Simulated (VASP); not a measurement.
A run of VASP 6.6.1 is set up as follows.

File INCAR:

```
  ALGO = Normal
  EDIFF = 1E-7
  ENCUT = 520
  GGA = PE
  ISIF = 2
  ISMEAR = -1
  ISPIN = 2
  LASPH = T
  LCHARG = F
  LMAXMIX = 6
  LORBIT = 11
  LREAL = F
  LWAVE = F
  MAGMOM = 4
  NBANDS = 20
  NELM = 150
  PREC = Accurate
  SIGMA = 0.05
```

The input KPOINTS:

```
k-points
0
Gamma
  9 9 9
```

Contents of POSCAR:

```
Ho
1.0
   -1.9971320000      1.9878960000      1.9845600000
    1.9824060000     -1.9854630000      1.9674000000
    2.0164130000      2.0047430000     -1.9821270000
Ho
1
Direct
    0.0092940000      0.0106440000      0.0050140000
```

Potentials or basis: VASP PAW PBE potentials, release 64 (Ho).

Run with:

```bash
$ cat potpaw_PBE.64/Ho/POTCAR > POTCAR
$ mpirun -np 1 vasp_std > vasp.out
```

(1) Predict the pressure.

(2) Estimate the net moment.

## Answers

(1) 2.6 GPa.

(2) 3.46 μB per cell.

Caveat: the magnetic or orbital state may not be the lowest.
